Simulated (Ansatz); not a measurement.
**All-electron card of GaN**

```xyz
2
Lattice="0.0000 1.9925 1.9925 1.9925 0.0000 1.9925 1.9925 1.9925 0.0000" Properties=species:S:1:pos:R:3 pbc="T T T"
Ga    1.9925    1.9925    1.9925
N     0.0000    0.0000    0.0000
```

Atom numbers follow the list: Ga1, N2.

The conventional cell has a = 3.985 Å, b = 3.985 Å, c = 3.985 Å, α = 90.00°, β = 90.00°, γ = 90.00°. Ga (atom 1) has 6 N at 1.99 Å as nearest neighbours. N (atom 2) has 6 Ga at 1.99 Å as nearest neighbours.

The geometry is COD entry 1536825, unchecked; take it as a test cell.

Methods: DFT, PBEsol, all-electron LAPW, scalar-relativistic (Ansatz 0.2.0); DFT, PBEsol, PAW with Ansatz's default frozen-core files, scalar-relativistic (Ansatz 0.2.0).

For LAPW: a Γ-centred 13×13×13 k mesh, Fermi–Dirac smearing of 0.02 eV, basis error target 1 meV/atom, no spin polarisation. PAW takes a cutoff of 420 eV at this cell (files made with PBE, cores remade for this functional). The Ansatz runs share mesh, smearing and spin set-up. Values come from LAPW unless marked.

| Item | Value |
| --- | --- |
| Pressure at this cell | 58.8 GPa |
| Band gap | 1.71 eV, indirect from the line K (0.375, 0.375, 0.75)–Γ to X (0.5, 0, 0.5) |
| Smallest direct gap on the path | 5.20 eV |
| Löwdin charges (with 0.04 e of the cell spilling out of the atomic basis, so their sizes and signs hang on that basis) | Ga1 0.88, N2 -0.84 e |
| Bader charges (from the PAW run) | Ga1 +1.71, N2 -1.71 e |
| Volume per atom | 7.91 Å³ |
